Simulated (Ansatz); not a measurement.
**AlNi: elastic constants from stress and strain**

```xyz
2
Lattice="2.8810 0.0000 0.0000 0.0000 2.8810 0.0000 0.0000 0.0000 2.8810" Properties=species:S:1:pos:R:3 pbc="T T T"
Al    0.0000    0.0000    0.0000
Ni    1.4405    1.4405    1.4405
```

Atoms are numbered in the order listed.

The cell is COD entry 9008802, as deposited and not checked against the literature; nothing was relaxed.

Method: Ansatz 0.2.0, DFT, PBE, all-electron LAPW, scalar-relativistic.

The runs use a Γ-centred 13×13×13 k mesh, Fermi–Dirac smearing of 0.05 eV, basis error target 0.5 meV/atom, spin-polarised from start moments Ni2 1.5 μB (the moments died away, and the run ended non-magnetic).

The unstrained cell is at 1.91 GPa. Large strains and very small stresses are left out. Each strain is applied once, with fractional coordinates held (clamped ions), and σ below is the change of stress, positive in tension. One finite strain gives stress–strain coefficients at this pressure with an error of the order of the strain times third-order constants, a few per cent for each per cent of strain. In a metal the k mesh adds noise of tens of per cent to soft shears.

(1) Estimate the stiffness probed by this change, and the stress that it gives: equal xy, yz and zx engineering shear strains of -1 %.

(2) With equal xy, yz and zx engineering shear strains of +1 %, the run gives σxy = 1.24 GPa and γxy = 2εxy = 0.0100. Which stiffness follows?

(3) The two estimates of C44 (clamped ions) differ. Why, and which value is best?

Results:

(1) σxy = -1.31 GPa and γxy = 2εxy = -0.0100, so C44 (clamped ions) = σxy/γxy = 131 GPa.

(2) C44 (clamped ions) = σxy/γxy = 124 GPa.

(3) Finite strains add third-order terms, and in a metal the k mesh adds noise; two strains on one mesh can't tell these apart, so neither value is shown to be the better.
